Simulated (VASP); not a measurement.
# ZrC (Fm-3m) in VASP: further runs

The runs below take ZrC through single point, with PBE.

Program: VASP 6.6.1. These are calculated values, not measurements. Logs are shortened: lines on timing, memory, paths and dates and some standing lists are left out, and cuts for length are marked.

### Step 1. The structure

Symmetry: Fm-3m, No. 225, cubic system. The conventional cell has a = 4.730 Å, b = 4.730 Å, c = 4.730 Å, α = 90.00°, β = 90.00°, γ = 90.00°. Zr (site symmetry m-3m) has 6 C at 2.37 Å as nearest neighbours. C (site symmetry m-3m) has 6 Zr at 2.37 Å as nearest neighbours.

### Step 2. Single point, PBE

File INCAR:

```
SYSTEM = ZrC
  PREC = Accurate
  ENCUT = 400
  EDIFF = 1E-7
  ISMEAR = 0
  SIGMA = 0.1
  LREAL = .False.
  LASPH = .True.
  NELM = 60
  ALGO = Normal
  ISIF = 2
  LWAVE = .False.
  LCHARG = .False.
  GGA = PE
  NBANDS = 15
```

File KPOINTS:

```
regular mesh
0
Gamma
  12 12 12
  0 0 0
```

File POSCAR:

```
ZrC
1.0
    0.0000000000      2.3650000000      2.3650000000
    2.3650000000      0.0000000000      2.3650000000
    2.3650000000      2.3650000000      0.0000000000
Zr C
1 1
Direct
    0.5000000000      0.5000000000      0.5000000000
    0.0000000000      0.0000000000      0.0000000000
```

Potentials or basis: VASP PAW PBE potentials, release 64 (Zr_sv, C).

Launch:

```console
cat potpaw_PBE.64/Zr_sv/POTCAR potpaw_PBE.64/C/POTCAR > POTCAR
mpirun -np 1 vasp_std > vasp.out
```

OUTCAR:

```text
SYSTEM = ZrC
   PREC = Accurate
   ENCUT = 400
   EDIFF = 1E-7
   ISMEAR = 0
   LREAL = .False.
   LASPH = .True.
   NELM = 60
   ISIF = 2
   GGA = PE

 ion  position               nearest neighbor table
   1  0.500  0.500  0.500-   2 2.37   2 2.37   2 2.37   2 2.37   2 2.37   2 2.37
   2  0.000  0.000  0.000-   1 2.37   1 2.37   1 2.37   1 2.37   1 2.37   1 2.37

  LATTYP: Found a face centered cubic cell.
 ALAT       =     4.7300000000

  Lattice vectors:

 A1 = (   0.0000000000,   2.3650000000,   2.3650000000)
 A2 = (   2.3650000000,   0.0000000000,   2.3650000000)
 A3 = (   2.3650000000,   2.3650000000,   0.0000000000)

Analysis of symmetry for initial positions (statically):
=====================================================================
 Subroutine PRICEL returns:
 Original cell was already a primitive cell.

 Routine SETGRP: Setting up the symmetry group for a
 face centered cubic supercell.

 Subroutine GETGRP returns: Found 48 space group operations
 (whereof 48 operations were pure point group operations)
 out of a pool of 48 trial point group operations.

The static configuration has the point symmetry O_h .

Analysis of symmetry for dynamics (positions and initial velocities):
=====================================================================
 Subroutine PRICEL returns:
 Original cell was already a primitive cell.

 Routine SETGRP: Setting up the symmetry group for a
 face centered cubic supercell.

 Subroutine GETGRP returns: Found 48 space group operations
 (whereof 48 operations were pure point group operations)
 out of a pool of 48 trial point group operations.

The dynamic configuration has the point symmetry O_h .

 Subroutine INISYM returns: Found 48 space group operations
 (whereof 48 operations are pure point group operations),
 and found     1 'primitive' translations

----------------------------------------------------------------------------------------

                                     Primitive cell

  volume of cell :      26.4560

  direct lattice vectors                    reciprocal lattice vectors
     0.000000000  2.365000000  2.365000000    -0.211416490  0.211416490  0.211416490
     2.365000000  0.000000000  2.365000000     0.211416490 -0.211416490  0.211416490
     2.365000000  2.365000000  0.000000000     0.211416490  0.211416490 -0.211416490

  length of vectors
     3.344615075  3.344615075  3.344615075     0.366184103  0.366184103  0.366184103

  position of ions in fractional coordinates (direct lattice)
     0.500000000  0.500000000  0.500000000
     0.000000000  0.000000000  0.000000000

  ion indices of the primitive-cell ions
   primitive index   ion index
                 1           1
                 2           2

----------------------------------------------------------------------------------------

 KPOINTS: regular mesh

Automatic generation of k-mesh.
 Grid dimensions read from file:
 generate k-points for:   12   12   12

 Generating k-lattice:

  Cartesian coordinates                     Fractional coordinates (reciprocal lattice)
    -0.017618041  0.017618041  0.017618041     0.083333333  0.000000000  0.000000000
     0.017618041 -0.017618041  0.017618041     0.000000000  0.083333333  0.000000000
     0.017618041  0.017618041 -0.017618041     0.000000000  0.000000000  0.083333333

  Length of vectors
     0.030515342  0.030515342  0.030515342

  Shift w.r.t. Gamma in fractional coordinates (k-lattice)
     0.000000000  0.000000000  0.000000000

 Subroutine IBZKPT returns following result:
 ===========================================

 Found     72 irreducible k-points:

 Following reciprocal coordinates:
            Coordinates               Weight
  0.000000  0.000000  0.000000      1.000000
  0.083333  0.000000  0.000000      8.000000
  0.166667  0.000000  0.000000      8.000000
  0.250000  0.000000  0.000000      8.000000
  0.333333  0.000000  0.000000      8.000000
  0.416667  0.000000  0.000000      8.000000
[... 16 lines left out ...]
  0.500000  0.166667  0.000000     24.000000
 -0.416667  0.166667  0.000000     24.000000
 [... further k-points ...]
   k-points           NKPTS =     72   k-points in BZ     NKDIM =     72   number of bands    NBANDS=     15
   number of dos      NEDOS =    301   number of ions     NIONS =      2
   total plane-waves  NPLWV =  13824
   dimension x,y,z NGX =    24 NGY =   24 NGZ =   24
   dimension x,y,z NGXF=    48 NGYF=   48 NGZF=   48
   ions per type =               1   1
   NGX,Y,Z   is equivalent  to a cutoff of  11.93, 11.93, 11.93 a.u.
   NGXF,Y,Z  is equivalent  to a cutoff of  23.86, 23.86, 23.86 a.u.
 SYSTEM =  ZrC
   PREC   = accura    normal or accurate (medium, high low for compatibility)
   ISTART =      0    job   : 0-new  1-cont  2-samecut
   ICHARG =      2    charge: 1-file 2-atom 10-const
   ISPIN  =      1    spin polarized calculation?
   LNONCOLLINEAR =      F non collinear calculations
   LSORBIT =      F    spin-orbit coupling
   LASPH  =      T    aspherical Exc in radial PAW
   ENCUT  =  400.0 eV  29.40 Ry    5.42 a.u.   5.45  5.45  5.45*2*pi/ulx,y,z
   NELM   =     60;   NELMIN=  2; NELMDL= -5     # of ELM steps
   EDIFF  = 0.1E-06   stopping-criterion for ELM
   LREAL  =      F    real-space projection
   EDIFFG = 0.1E-05   stopping-criterion for IOM
   NSW    =      0    number of steps for IOM
   IBRION =     -1    ionic relax: 0-MD 1-quasi-New 2-CG
   NFREE  =      0    steps in history (QN), initial steepest desc. (CG)
   ISIF   =      2    stress and relaxation
   ISYM   =      2    0-nonsym 1-usesym 2-fastsym
   POTIM  = 0.5000    time-step for ionic-motion
   TEBEG  =    0.0;   TEEND  =   0.0 temperature during run
   PSTRESS=    0.0 pullay stress
   NELECT =      16.0000    total number of electrons
   NUPDOWN=      -1.0000    fix difference up-down
   EMIN   =  10.00;   EMAX   =-10.00  energy-range for DOS
   EFERMI =   0.00;   METHOD = LEGACY
   ISMEAR =     0;   SIGMA  =   0.10  broadening in eV -4-tet -1-fermi 0-gaus
   EFERMI_NEDOS =   21; number of points for ismear=-14 and -15
   IALGO  =     38    algorithm
   IMIX   =      4    mixing-type and parameters
     AMIX     =   0.40;   BMIX     =  1.00
     AMIX_MAG =   1.60;   BMIX_MAG =  1.00
  volume/ion in A,a.u.               =      13.23        89.27
  Fermi-wavevector in a.u.,A,eV,Ry     =   1.384439  2.616209 26.077880  1.916670
  Thomas-Fermi vector in A             =   2.508943
   LORBIT       =      0    0 simple, 1 ext, 2 COOP (PROOUT), +10 PAW based schemes
   GGA     = PE    functional components
   LHFCALC =     F    Hartree Fock is set to
   AEXX    =    0.0000 exact exchange contribution
   IVDW    =     0    specifies the selected vdW correction
   LEPSILON=     F    determine dielectric tensor
   LRPA    =     F    only Hartree local field effects (RPA)
 non-spin polarized calculation
 Gauss-broadening in eV      SIGMA  =   0.10
  energy-cutoff  :      400.00
  volume of cell :       26.46
 maximum number of plane-waves:       531
 NGX is ok and might be reduce to    24
   NGX = 11   NGY = 11   NGZ = 11

 number of electron      16.0000001 magnetization

 Free energy of the ion-electron system (eV)
  ---------------------------------------------------
  ext. energy  EPLUGINS =         0.00000000
  ---------------------------------------------------
  free energy    TOTEN  =       -19.46482118 eV

  energy without entropy =      -19.46288193  energy(sigma->0) =      -19.46385156

 E-fermi :   9.4548     XC(G=0): -12.0404

 val. band max:        9.4413133278   @ k =   0.5000   0.5000   0.0000
 cond. band min:       9.5006615460   @ k =   0.4167   0.3333   0.0000
 fundamental gap:      0.0593482182
 Fermi energy:         9.4547590441

 k-point     1 :       0.0000    0.0000    0.0000
  band No.  band energies     occupation
      1     -38.7812      2.00000
      2     -16.5040      2.00000
      3     -16.5040      2.00000
      4     -16.5040      2.00000
      5      -1.8440      2.00000
      6      10.3252      0.00000
      7      10.3252      0.00000
      8      10.3252      0.00000
      9      10.4846      0.00000
     10      10.4846      0.00000
     11      10.4846      0.00000
     12      12.1550      0.00000
     13      12.1550      0.00000
     14      16.4898      0.00000
     15      19.8276      0.00000

 k-point     2 :       0.0833    0.0000    0.0000
  band No.  band energies     occupation
      1     -38.7750      2.00000
      2     -16.5609      2.00000
      3     -16.5087      2.00000
      4     -16.5087      2.00000
      5      -1.6914      2.00000
      6       9.2935      1.97741
      7       9.5419      0.21777
      8       9.5419      0.21777
      9      10.7750      0.00000
     10      10.7750      0.00000
     11      11.1671      0.00000
     12      12.9722      0.00000
     13      12.9722      0.00000
     14      16.8298      0.00000
     15      20.2448      0.00000

 k-point     3 :       0.1667    0.0000    0.0000
  band No.  band energies     occupation
      1     -38.7580      2.00000
      2     -16.7140      2.00000
      3     -16.5225      2.00000
      4     -16.5225      2.00000
      5      -1.2606      2.00000
      6       7.9951      2.00000
      7       8.5331      2.00000
      8       8.5331      2.00000
      9      11.2346      0.00000
     10      11.2346      0.00000
     11      11.6555      0.00000
     12      14.4468      0.00000
     13      14.4468      0.00000
     14      17.6168      0.00000
     15      21.2980      0.00000
[... 343 lines left out ...]
 k-point    23 :       0.5000    0.1667    0.0000
  band No.  band energies     occupation
      1     -38.6805      2.00000
      2     -17.2100      2.00000
      3     -16.6956      2.00000
      4     -16.6267      2.00000
      5       0.5880      2.00000
      6       4.9693      2.00000
      7       6.7811      2.00000
      8       7.0580      2.00000
      9      12.0764      0.00000
     10      14.0209      0.00000
     11      14.5401      0.00000
     12      17.2460      0.00000
     13      17.7491      0.00000
     14      19.4175      0.00000
     15      22.6097      0.00000

 k-point    24 :      -0.4167    0.1667    0.0000
  band No.  band energies     occupation
      1     -38.6789      2.00000
      2     -17.2182      2.00000
      3     -16.7227      2.00000
      4     -16.6074      2.00000
      5       0.7224      2.00000
      6       4.7988      2.00000
      7       6.8110      2.00000
      8       6.8375      2.00000
      9      13.0200      0.00000
     10      13.5609      0.00000
     11      14.1397      0.00000
     12      17.2075      0.00000
     13      18.6387      0.00000
     14      18.8937      0.00000
     15      22.5955      0.00000

 [... further k-points ...]

------------------------ aborting loop because EDIFF is reached ----------------------------------------

  FORCE on cell =-STRESS in cart. coord.  units (eV):
  Direction    XX          YY          ZZ          XY          YZ          ZX
  --------------------------------------------------------------------------------------
  -------------------------------------------------------------------------------------
  Total       -0.5827881     -0.5827881     -0.5827881     -0.0000000      0.0000000      0.0000000
  in kB      -35.2937525    -35.2937525    -35.2937525     -0.0000000      0.0000000      0.0000000
  external PRESSURE =     -35.2937525 kB  Pullay stress =       0.0000000 kB

 VOLUME and BASIS-vectors are now :
 -----------------------------------------------------------------------------
  energy-cutoff  :      400.00
  volume of cell :       26.46
      direct lattice vectors                 reciprocal lattice vectors
     0.000000000  2.365000000  2.365000000    -0.211416490  0.211416490  0.211416490
     2.365000000  0.000000000  2.365000000     0.211416490 -0.211416490  0.211416490
     2.365000000  2.365000000  0.000000000     0.211416490  0.211416490 -0.211416490

 POSITION                                       TOTAL-FORCE (eV/Angst)
 -----------------------------------------------------------------------------------
      2.36500      2.36500      2.36500         0.000000      0.000000     -0.000000
      0.00000      0.00000      0.00000         0.000000     -0.000000      0.000000
 -----------------------------------------------------------------------------------
    total drift:                                0.000000     -0.000000      0.000000

  FREE ENERGIE OF THE ION-ELECTRON SYSTEM (eV)
  ---------------------------------------------------
  free  energy   TOTEN  =       -19.4648211778 eV

  energy  without entropy=      -19.4628819344  energy(sigma->0) =      -19.46385156
```

Run time: 20 s. Hardware: 1 thread of AMD EPYC 7R13 (Zen 3), shared host; peak memory 0.12 GiB.

Results:

```
Free energy            : -19.4648 eV
Band gap on the k mesh : none (metal or under the smearing width)
```

Caveat: the cutoff is under 1.25 times the usual one of these potentials, so pressure, stress and relaxed cells hold a basis-set (Pulay) error.

### Step 3. Single point, PBE

Changes to INCAR since step 2:

```diff
@@ -2,3 +2,3 @@
   PREC = Accurate
-  ENCUT = 400
+  ENCUT = 450
   EDIFF = 1E-7
```

KPOINTS is that of step 2.

POSCAR is that of step 2.

Potentials or basis: VASP PAW PBE potentials, release 64 (Zr_sv, C).

Launch:

```console
cat potpaw_PBE.64/Zr_sv/POTCAR potpaw_PBE.64/C/POTCAR > POTCAR
mpirun -np 1 vasp_std > vasp.out
```

OUTCAR:

```text
SYSTEM = ZrC
   PREC = Accurate
   ENCUT = 450
   EDIFF = 1E-7
   ISMEAR = 0
   LREAL = .False.
   LASPH = .True.
   NELM = 60
   ISIF = 2
   GGA = PE

 ion  position               nearest neighbor table
   1  0.500  0.500  0.500-   2 2.37   2 2.37   2 2.37   2 2.37   2 2.37   2 2.37
   2  0.000  0.000  0.000-   1 2.37   1 2.37   1 2.37   1 2.37   1 2.37   1 2.37

  LATTYP: Found a face centered cubic cell.
 ALAT       =     4.7300000000

  Lattice vectors:

 A1 = (   0.0000000000,   2.3650000000,   2.3650000000)
 A2 = (   2.3650000000,   0.0000000000,   2.3650000000)
[... 619 lines left out ...]

  FORCE on cell =-STRESS in cart. coord.  units (eV):
  Direction    XX          YY          ZZ          XY          YZ          ZX
  --------------------------------------------------------------------------------------
  -------------------------------------------------------------------------------------
  Total       -0.4552803     -0.4552803     -0.4552803      0.0000000      0.0000000      0.0000000
  in kB      -27.5718588    -27.5718588    -27.5718588      0.0000000      0.0000000      0.0000000
  external PRESSURE =     -27.5718588 kB  Pullay stress =       0.0000000 kB

 VOLUME and BASIS-vectors are now :
 -----------------------------------------------------------------------------
  energy-cutoff  :      450.00
  volume of cell :       26.46
      direct lattice vectors                 reciprocal lattice vectors
     0.000000000  2.365000000  2.365000000    -0.211416490  0.211416490  0.211416490
     2.365000000  0.000000000  2.365000000     0.211416490 -0.211416490  0.211416490
     2.365000000  2.365000000  0.000000000     0.211416490  0.211416490 -0.211416490

 POSITION                                       TOTAL-FORCE (eV/Angst)
 -----------------------------------------------------------------------------------
      2.36500      2.36500      2.36500        -0.000000     -0.000000      0.000000
      0.00000      0.00000      0.00000         0.000000      0.000000     -0.000000
 -----------------------------------------------------------------------------------
    total drift:                                0.000000     -0.000000      0.000000

  FREE ENERGIE OF THE ION-ELECTRON SYSTEM (eV)
  ---------------------------------------------------
  free  energy   TOTEN  =       -19.4612627849 eV

  energy  without entropy=      -19.4593299657  energy(sigma->0) =      -19.46029638
```

OSZICAR:

```text
N       E                     dE             d eps       ncg     rms          rms(c)
DAV:   1     0.903435838285E+02    0.90344E+02   -0.78655E+03  2168   0.966E+02
DAV:   2    -0.172403015352E+02   -0.10758E+03   -0.10043E+03  2776   0.269E+02
DAV:   3    -0.228434931285E+02   -0.56032E+01   -0.55734E+01  3424   0.511E+01
DAV:   4    -0.229522666508E+02   -0.10877E+00   -0.10872E+00  2796   0.511E+00
DAV:   5    -0.229533406839E+02   -0.10740E-02   -0.10740E-02  2709   0.473E-01    0.196E+01
DAV:   6    -0.195859642982E+02    0.33674E+01   -0.64543E+00  2527   0.226E+01    0.674E+00
DAV:   7    -0.194780258754E+02    0.10794E+00   -0.66431E-01  2478   0.595E+00    0.589E+00
DAV:   8    -0.195030960935E+02   -0.25070E-01   -0.36373E-01  2580   0.467E+00    0.513E+00
DAV:   9    -0.194623321479E+02    0.40764E-01   -0.70549E-02  2370   0.193E+00    0.900E-01
DAV:  10    -0.194612664791E+02    0.10657E-02   -0.66121E-03  2783   0.658E-01    0.991E-02
DAV:  11    -0.194612687508E+02   -0.22717E-05   -0.19411E-04  2349   0.129E-01    0.528E-02
DAV:  12    -0.194612638251E+02    0.49256E-05   -0.42633E-06  2786   0.169E-02    0.128E-02
DAV:  13    -0.194612627049E+02    0.11202E-05   -0.16073E-06  2674   0.854E-03    0.152E-03
DAV:  14    -0.194612627849E+02   -0.79967E-07   -0.55558E-08  1718   0.181E-03
   1 F= -.19461263E+02 E0= -.19460296E+02  d E =-.193282E-02
```

stdout:

```text
POSCAR found type information on POSCAR ZrC
 POSCAR found :  2 types and       2 ions
 scaLAPACK will be used
 LDA part: xc-table for (Slater+PW92), standard interpolation
 POSCAR, INCAR and KPOINTS ok, starting setup
 FFT: planning ... GRIDC
 FFT: planning ... GRID_SOFT
 FFT: planning ... GRID
 WAVECAR not read
 entering main loop
```

Wall time 20 s (1 thread of AMD EPYC 7R13 (Zen 3), shared host); peak memory 0.12 GiB.

What came out:

```yaml
Free_energy: -19.4613 eV
Band_gap_on_the_k_mesh: none (metal or under the smearing width)
```

Caveat: the cutoff is under 1.25 times the usual one of these potentials, so pressure, stress and relaxed cells hold a basis-set (Pulay) error.

### Step 4. Single point, PBE

Changes to INCAR since step 3:

```diff
@@ -2,3 +2,3 @@
   PREC = Accurate
-  ENCUT = 450
+  ENCUT = 520
   EDIFF = 1E-7
```

KPOINTS is that of step 3.

POSCAR is that of step 3.

Launch:

```console
cat potpaw_PBE.64/Zr_sv/POTCAR potpaw_PBE.64/C/POTCAR > POTCAR
mpirun -np 1 vasp_std > vasp.out
```

It took 29 s on 1 thread of AMD EPYC 7R13 (Zen 3), shared host; peak memory 0.14 GiB.

It converged, with:

| Property | Result |
| --- | --- |
| Free energy | -19.4593 eV |
| Pressure | -2.6 GPa |
| Band gap on the k mesh | none (metal or under the smearing width) |

Levels at points of the mesh, in eV from the Fermi level:
| k point | band 5 | band 6 | band 7 | band 8 | band 9 | band 10 | band 11 | band 12 |
| --- | --- | --- | --- | --- | --- | --- | --- | --- |
| (0.00, 0.00, 0.00) | -11.29 | 0.88 | 0.88 | 0.88 | 1.03 | 1.03 | 1.03 | 2.70 |
| (0.50, 0.00, 0.00) | -8.31 | -5.28 | -2.93 | -2.93 | 4.34 | 4.34 | 5.16 | 6.39 |
| (0.50, 0.50, 0.00) | -10.12 | -2.14 | -1.76 | -0.01 | -0.01 | 4.29 | 5.47 | 5.47 |

### Step 5. Overview

| cutoff (eV) | gap on the mesh (eV) |
| --- | --- |
| 400 | none |
| 450 | none |
| 520 | none |

Alike in all rows: task single point; level PBE; potentials or basis VASP PAW PBE potentials, release 64 (Zr_sv, C); no spin polarisation; cell as given; k mesh 12 × 12 × 12; smearing gaussian 0.1 eV.

Every run on the cell as given and a fine mesh finds a metal.

Caveats: the cutoff is under 1.25 times the usual one of these potentials, so pressure, stress and relaxed cells hold a basis-set (Pulay) error (some runs).

Absolute energies hang on the potentials; compare differences alone.
